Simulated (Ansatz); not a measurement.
# Convergence of BeS

```
CELL_PARAMETERS angstrom
0.00000 2.42500 2.42500
2.42500 0.00000 2.42500
2.42500 2.42500 0.00000
ATOMIC_POSITIONS crystal
Be 0.00000 0.00000 0.00000
S 0.75000 0.75000 0.75000
```

Atom numbers follow the list: Be1, S2.

The cell is COD entry 9008836, as deposited and not checked against the literature; nothing was relaxed. It is an old determination, and later ones may differ.

Computed with DFT, PBE, PAW with Ansatz's default frozen-core files, scalar-relativistic in Ansatz 0.2.0.

Numerical set-up: a Γ-centred 9×9×9 k mesh, Fermi–Dirac smearing of 0.02 eV, cutoff 420 eV, no spin polarisation. One setting is then changed at a time.

| k mesh | free energy less the base's (meV/atom) | P (GPa) | gap on the mesh (eV) |
| --- | --- | --- | --- |
| 9×9×9 (base) | 0.0 | 1.54 | 3.203 |
| 3×3×3 | 123 | 3.74 | 3.791 |
| 4×4×4 | ? | 2.09 | ? |
| 7×7×7 | 0.3 | 1.55 | 3.263 |
| 13×13×13 | 0.0 | 1.54 | 3.155 |

Question: Give the missing entry: row "4×4×4", column "gap on the mesh (eV)".

Answer: 3.097.

Question: Fill in "free energy less the base's (meV/atom)" for the row "4×4×4".

Answer: 25.3.
